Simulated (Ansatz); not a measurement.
**CdF2 (Fm-3m): how the settings move a single-point run**

How sensitive is a single-point run of CdF2 (Fm-3m) to its settings? A reference run comes first, then four runs with altered input.

Program: Ansatz 0.2.0. Level of theory: reference: DFT r2SCAN, scalar-relativistic, plane waves, PAW. These are calculated values, not measurements.

1 further run of the same task is left out (it didn't finish). Runs told in other sessions of the task aren't counted.

### 1 The system as given

Symmetry: Fm-3m, No. 225, cubic system. The conventional cell has a = 5.388 Å, b = 5.388 Å, c = 5.388 Å, α = 90.00°, β = 90.00°, γ = 90.00°. Cd (site symmetry m-3m) has 8 F at 2.33 Å in its first shell of neighbours. F (site symmetry -43m) has 4 Cd at 2.33 Å in its first shell of neighbours.

Coordinates:

```cif
data_structure
_symmetry_space_group_name_H-M 'Fm-3m'
_symmetry_Int_Tables_number 225
_cell_length_a 5.3882
_cell_length_b 5.3882
_cell_length_c 5.3882
_cell_angle_alpha 90.000
_cell_angle_beta 90.000
_cell_angle_gamma 90.000
_cell_volume 156.43
loop_
_atom_site_label
_atom_site_type_symbol
_atom_site_symmetry_multiplicity
_atom_site_Wyckoff_symbol
_atom_site_fract_x
_atom_site_fract_y
_atom_site_fract_z
_atom_site_occupancy
Cd1 Cd 4 a 0.00000 0.00000 0.00000 1
F1 F 8 c 0.25000 0.75000 0.75000 1
```

### 2 Reference

Contents of input.yaml:

```yaml
crystal:
  lattice:
    - [0.0, 2.6940984906, 2.6940984906]
    - [2.6940984906, 0.0, 2.6940984906]
    - [2.6940984906, 2.6940984906, 0.0]
  atoms:
    - { symbol: Cd, position: [0.0, 0.0, 0.0] }
    - { symbol: F, position: [0.25, 0.25, 0.25] }
    - { symbol: F, position: [0.75, 0.75, 0.75] }
basis:
  ecutwfc: 500
  ecutrho_ratio: 4
kpoints:
  mp_grid: { grid: [8, 8, 8] }
hamiltonian:
  xc: r2scan
scf:
  occupations: { method: gaussian, width: 0.05 }
output:
  forces: true
  stress: true
  eigenvalues: true
```

The run is started by

```
$ ansatz run input.yaml --threads 4 --pin off --max-ram 7168MiB --backend cpu --events-out ev --progress --plain --runs-dir out
```

### 3 Changing settings: mp_grid.grid [4, 4, 4], preconditioner kerker_dos

Edit input.yaml of step 2 so:

```diff
@@ -13,3 +13,3 @@
 kpoints:
-  mp_grid: { grid: [8, 8, 8] }
+  mp_grid: { grid: [4, 4, 4] }
 hamiltonian:
@@ -18,2 +18,3 @@
   occupations: { method: gaussian, width: 0.05 }
+  mixing: { preconditioner: kerker_dos }
 output:
@@ -21,2 +22 @@
   stress: true
-  eigenvalues: true
```

### 4 Changing settings: xc pbesol, occupations.method fermi_dirac, occupations.width 0.15, spin_polarized true

Edit input.yaml of step 2 so:

```diff
@@ -15,5 +15,5 @@
 hamiltonian:
-  xc: r2scan
+  xc: pbesol
 scf:
-  occupations: { method: gaussian, width: 0.05 }
+  occupations: { method: fermi_dirac, width: 0.15 }
 output:
@@ -21,2 +21,3 @@
   stress: true
-  eigenvalues: true
+magnetization:
+  spin_polarized: true
```

### 5 Changed: starting moments, chi_scale 0.0, spin_polarized true

Contents of input.yaml:

```yaml
crystal:
  lattice:
    - [0.0, 2.6940984906, 2.6940984906]
    - [2.6940984906, 0.0, 2.6940984906]
    - [2.6940984906, 2.6940984906, 0.0]
  atoms:
    - { symbol: Cd, position: [0.0, 0.0, 0.0], spin: 0.2 }
    - { symbol: F, position: [0.25, 0.25, 0.25], spin: 0.2 }
    - { symbol: F, position: [0.75, 0.75, 0.75], spin: 0.2 }
basis:
  ecutwfc: 500
  ecutrho_ratio: 4
kpoints:
  mp_grid: { grid: [8, 8, 8] }
hamiltonian:
  xc: r2scan
scf:
  occupations: { method: gaussian, width: 0.05 }
  initial_density: { chi_scale: 0.0 }
output:
  forces: true
  stress: true
magnetization:
  spin_polarized: true
```

### 6 Changing settings: starting moments, chi_scale 0.1, spin_polarized true

Contents of input.yaml:

```yaml
crystal:
  lattice:
    - [0.0, 2.6940984906, 2.6940984906]
    - [2.6940984906, 0.0, 2.6940984906]
    - [2.6940984906, 2.6940984906, 0.0]
  atoms:
    - { symbol: Cd, position: [0.0, 0.0, 0.0], spin: 1.0 }
    - { symbol: F, position: [0.25, 0.25, 0.25], spin: 1.0 }
    - { symbol: F, position: [0.75, 0.75, 0.75], spin: 1.0 }
basis:
  ecutwfc: 500
  ecutrho_ratio: 4
kpoints:
  mp_grid: { grid: [8, 8, 8] }
hamiltonian:
  xc: r2scan
scf:
  occupations: { method: gaussian, width: 0.05 }
  initial_density: { chi_scale: 0.1 }
output:
  forces: true
  stress: true
  write_density: true
  write_potential: true
  elf: true
  volumetric_format: npy
magnetization:
  spin_polarized: true
```

Before running it: what results should come out? Wanted: for each run, ending; energy change; pressure; gap; force.

As calculated:

| run | ending | energy change | pressure (GPa) | gap (eV) | force (eV/Å) | cycles | time |
| --- | --- | --- | --- | --- | --- | --- | --- |
| reference | converged | 0 | 0.0 | 3.79 | 0.00 | 7 | 0.86 s |
| 1: mp_grid.grid [4, 4, 4], preconditioner kerker_dos | converged | +0.2 meV/atom | 0.0 | 3.79 | 0.00 | 7 | 0.49 s |
| 2: xc pbesol, occupations.method fermi_dirac, occupations.width 0.15, spin_polarized true | converged | not comparable | -0.3 | 2.94 | 0.00 | 10 | 0.64 s |
| 3: starting moments, chi_scale 0.0, spin_polarized true | converged | 0.0 meV/atom | 0.0 | 3.79 | 0.00 | 15 | 2 s |
| 4: starting moments, chi_scale 0.1, spin_polarized true | converged | 0.0 meV/atom | 0.0 | 3.79 | 0.00 | 15 | 2.7 s |

Times don't compare one to one where runs were asked for different outputs or read a saved state (see the inputs); cycles may leave out searches for a lower state.

Residual by cycle in the longest SCF loop of each run; runs are numbered as in the table. The quantity is the density residual dr2, in eV.

```csv
cycle,reference,run 1,run 2,run 3,run 4
1,0.0362,0.0364,17.6,5.68,13.7
2,0.00475,0.00477,0.804,0.491,1.02
4,1.5e-4,1.5e-4,0.175,0.00156,0.021
5,4.3e-6,4.3e-6,0.052,3.7e-4,5.8e-4
6,3.6e-7,3.8e-7,0.00223,0.0011,4.3e-4
7,5.5e-9,5.9e-9,1.1e-4,2.3e-4,2.2e-5
9,-,-,2.3e-7,8.5e-6,4.8e-7
10,-,-,5.2e-9,1.7e-6,8.2e-7
11,-,-,-,2.8e-7,9.4e-8
12,-,-,-,2.2e-8,1.6e-9
14,-,-,-,1.0e-11,3.5e-11
15,-,-,-,1.1e-12,1.2e-12
```

**Reading.** Of the converged runs whose energies compare with the reference's, «mp_grid.grid [4, 4, 4], preconditioner kerker_dos» moves the energy most (+0.2 meV/atom).

These are semilocal Kohn-Sham gaps, which aren't the measured quantity. Such gaps usually fall short of the measured ones.
